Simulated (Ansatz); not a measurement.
**AlN under changes of volume**

One of the cells (10.417 Å³/atom); the others are scaled copies at fixed shape and fractional positions:

```
CELL_PARAMETERS angstrom
0.00000 2.18399 2.18399
2.18399 0.00000 2.18399
2.18399 2.18399 0.00000
ATOMIC_POSITIONS crystal
Al 0.00000 0.00000 0.00000
N 0.25000 0.25000 0.25000
```

Measurements of this composition are mostly on another form, of space group No. 186.

- Program: Ansatz 0.2.0
- Functional: LDA
- Potentials or basis: JTH PAW LDA
- Cutoff: 1350 eV
- Density cutoff: 6750 eV
- k mesh: 10 × 10 × 10
- Occupations: fermi-dirac, width 0.05 eV
- Spin: no spin polarisation

```csv
volume (Å³/atom),energy over the lowest point (meV/atom),pressure (GPa),gap on the mesh (eV)
9.792,12.33,9.7,3.26
10.001,3.05,4.7,3.25
10.209,0.00,0.1,3.24
10.417,2.58,-4.0,3.23
10.626,10.25,-7.7,3.22
10.834,22.54,-11.1,3.21
11.042,?,?,?
```

Problem. What does the run at 11.042 Å³/atom give?

Solution. Energy over the lowest point 38.99 meV/atom; pressure -14.2 GPa; gap on the mesh 3.20 eV.

Worked out: A Birch-Murnaghan fit of order 3 (a polynomial in V^(-2/3)) to the other rows has its minimum at 10.21 Å³/atom with B0 = V·E''(V) = 211 GPa and B' = 3.8. It gives 39.00 meV/atom at 11.042 Å³/atom, against the run's 38.99, and -dE/dV = -14.2 GPa, against -14.2. A straight line through the other rows of the gap, of slope -0.494 eV per unit of ln V, extrapolates to 3.20 eV, against the run's 3.20.

Energies are extrapolated to zero smearing.

A mesh can miss the band edges.
